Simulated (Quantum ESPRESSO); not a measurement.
Crystal: MnO.

```
CELL_PARAMETERS angstrom
3.58271 0.00000 0.00000
0.00000 3.58271 0.00000
0.00000 0.00000 4.46048
ATOMIC_POSITIONS crystal
Mn 0.00000 0.50000 0.00000
Mn 0.50000 0.00000 0.50000
O 0.00000 0.00000 0.25000
O 0.00000 0.00000 0.75000
```

Measurements of this composition are mostly on another form, of space group No. 225.

Base run:

```yaml
Program: Quantum ESPRESSO 7.5
Functional: PW91
Potentials_or_basis: PseudoDojo 0.4 SR PBEsol stringent
Cutoff: 1769 eV
Density_cutoff: 7075 eV
k_mesh: 5 × 5 × 4
Occupations: gaussian, width 0.05 eV
Spin: collinear spin, antiferromagnetic start
Starting_moments: "[5.0, -5.0, 0.0, 0.0] μB"
Hubbard_terms: Mn d U = 3 eV
```

Its results: band gap on the k mesh none (metal or under the smearing width); pressure -0.5 GPa; net moment 0.00 μB per cell; site moments Mn +3.93, -3.93; O -0.00 μB.

Q: After a change of settings the same cell gave: band gap on the k mesh none (metal or under the smearing width); pressure -4.9 GPa; net moment 0.00 μB per cell; site moments Mn +3.92, -3.92; O -0.00 μB. Which change was it?
A. functional from PW91 to LDA
B. functional from PW91 to revPBE
C. functional from PW91 to RPBE
D. functional from PW91 to PBEsol

A: D.

PBEsol binds more tightly than PW91, so the same cell stands under less pressure.

Caveats: the potentials were made for another functional, which shifts forces and pressure (some runs).

Runs at the PBE level aren't shown here.
